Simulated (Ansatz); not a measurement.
**Structure relaxation of InAs₂**

Theory: DFT PBE, scalar-relativistic, plane waves, PAW (Ansatz). Cutoff 420 eV, Γ-centred k mesh, Gaussian smearing, no spin polarisation in the final step.

InAs₂ was placed on the fluorite structure type (Fm-3m, No. 225), with In in place of Ca, As in place of F, at a guessed volume.

```yaml
crystal:
  lattice:
    - [0.00000, 3.18193, 3.18193]
    - [3.18193, 0.00000, 3.18193]
    - [3.18193, 3.18193, 0.00000]
  atoms:
    - { symbol: In, position: [0.00000, 0.00000, 0.00000] }
    - { symbol: As, position: [0.25000, 0.25000, 0.25000] }
    - { symbol: As, position: [0.75000, 0.75000, 0.75000] }
```

Steps on the 6×6×6 mesh (3 atoms). 4 of 4 steps are shown, and the free energy counts from the last. Trial steps that were taken back and renewals of the plane-wave basis can be among the rows.

```
step  ΔF (meV/atom) V (Å³/atom) P (GPa)
   1          123.6        21.48    12.84
   2            1.2        24.77     0.57
   3            0.8        24.95     0.12
   4            0.0        24.95     0.13
```

A final relaxation ran on a 12×12×12 mesh. The relaxed crystal, Fm-3m (No. 225):

```cif
data_structure
_symmetry_space_group_name_H-M 'Fm-3m'
_symmetry_Int_Tables_number 225
_cell_length_a 6.6971
_cell_length_b 6.6971
_cell_length_c 6.6971
_cell_angle_alpha 90.000
_cell_angle_beta 90.000
_cell_angle_gamma 90.000
_cell_volume 300.37
loop_
_atom_site_label
_atom_site_type_symbol
_atom_site_symmetry_multiplicity
_atom_site_Wyckoff_symbol
_atom_site_fract_x
_atom_site_fract_y
_atom_site_fract_z
_atom_site_occupancy
In1 In 4 a 0.00000 0.00000 0.00000 1
As1 As 8 c 0.25000 0.75000 0.75000 1
```

| Quantity | Value |
| --- | --- |
| Volume per atom | 25.03 Å³ |
| Density | 5.85 g/cm³ |
| Energy over the elements | 0.33 eV/atom |
| Gap on the 12×12×12 mesh | 0 eV (a metal) |

Energies over the elements count from the elements' standard structures at the same level, with no empirical corrections.

The final run used a 12×12×12 mesh on its 3-atom cell and 0.10 eV smearing. The k mesh leaves about 4 meV/atom of noise in metals.

Symmetry constrained the relaxation, so the result can be a saddle point.

Cost: 3 runs of about 1 core-minutes in all, on Intel Xeon Platinum 8259CL (Skylake/Cascade Lake) (shared hosts).